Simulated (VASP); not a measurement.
# MoS₂: convergence, self-consistent run

MoS₂, P6_3/mmc (no. 194), 6 atoms in the cell. PBE with D2; PAW potentials Mo_sv, S (PBE set). VASP 6.6.1.

Wanted: energy within 2 meV/atom; pressure within 0.1 GPa.

POSCAR:
```
MoS2
1.0
    3.1690000000      0.0000000000      0.0000000000
   -1.5845000000      2.7444345046      0.0000000000
    0.0000000000      0.0000000000     12.3240000000
Mo S
2 4
Direct
    0.6666666667      0.3333333333      0.7500000000
    0.3333333333      0.6666666667      0.2500000000
    0.6666666667      0.3333333333      0.3770000000
    0.3333333333      0.6666666667      0.8770000000
    0.6666666667      0.3333333333      0.1230000000
    0.3333333333      0.6666666667      0.6230000000
```

## Inputs of the D2 term

| Inputs of the D2 term | Energy less reference (meV/atom) | Pressure (GPa) | SCF iterations | Time (s) |
|---|---|---|---|---|
| default | 0.0 | 1.10 | 17 | 33 |
| VDW_RADIUS = 15 | 2.6 | 1.15 | 17 | 35 |
| VDW_RADIUS = 25 | 0.5 | 1.11 | 17 | 31 |
| VDW_RADIUS = 80 | -0.1 | 1.10 | 17 | 32 |
| VDW_S6 = 0.6 | 52.5 | 1.25 | 17 | 28 |
| VDW_D = 15.0 | -21.4 | 0.39 | 17 | 30 |
| VDW_D = 30.0 | 23.2 | 2.15 | 17 | 30 |

Chosen: default; no other choice that stays within half of the tolerance saves 30 % of the time.

## The input

INCAR:
```
ALGO = Normal ; EDIFF = 1E-7
ENCUT = 520 ; ISIF = 2
ISMEAR = 0 ; IVDW = 1
LASPH = T ; LCHARG = F
LREAL = F ; LWAVE = F
NELM = 100 ; PREC = Accurate
SIGMA = 0.02
```

KPOINTS:
```
k-points
0
Gamma
  7 7 2
```

Commands:
```
cat potpaw_PBE.64/Mo_sv/POTCAR potpaw_PBE.64/S/POTCAR > POTCAR
mpirun -np 1 vasp_std > vasp.out
```

The chosen input took VASP 6.6.1 33 s on 1 core (Intel Xeon 6975P-C (Granite Rapids)), a shared host.
